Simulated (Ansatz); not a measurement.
Re: equation of state with PBEsol

The system is Re.

```
CELL_PARAMETERS angstrom
2.76080 0.00000 0.00000
-1.38040 2.39092 0.00000
0.00000 0.00000 4.45820
ATOMIC_POSITIONS crystal
Re 0.66667 0.33333 0.75000
Re 0.33333 0.66667 0.25000
```

```json
{"Program": "Ansatz 0.2.0", "Task": "equation of state", "Functional": "PBEsol", "Potentials or basis": "Ansatz PAW earlier set", "Cutoff": "560 eV", "Density cutoff": "2240 eV", "k mesh": "11 × 11 × 6", "Occupations": "fermi-dirac, width 0.05 eV", "Spin": "no spin polarisation"}
```

```json
{"Equilibrium volume": "14.56 Å³/atom", "Bulk modulus at fixed shape and positions": "388 GPa", "Pressure derivative of the bulk modulus": "4.4"}
```

Energy against volume, from the lowest point:
| volume (Å³/atom) | energy (meV/atom) |
| --- | --- |
| 13.831 | 46.87 |
| 14.125 | 14.99 |
| 14.420 | 0.00 |
| 14.714 | 0.21 |
| 15.008 | 14.04 |
| 15.303 | 40.10 |
| 15.597 | 77.11 |

All runs of the series together: 20 s on 2 threads of Arm Neoverse V2, with other jobs on the host.

Caveat: the cell was scaled at fixed shape and fractional positions, which overstates the stiffness of a crystal with free parameters, most of all of layers and chains. The run has no spin-orbit coupling, so splittings on Re are missing.
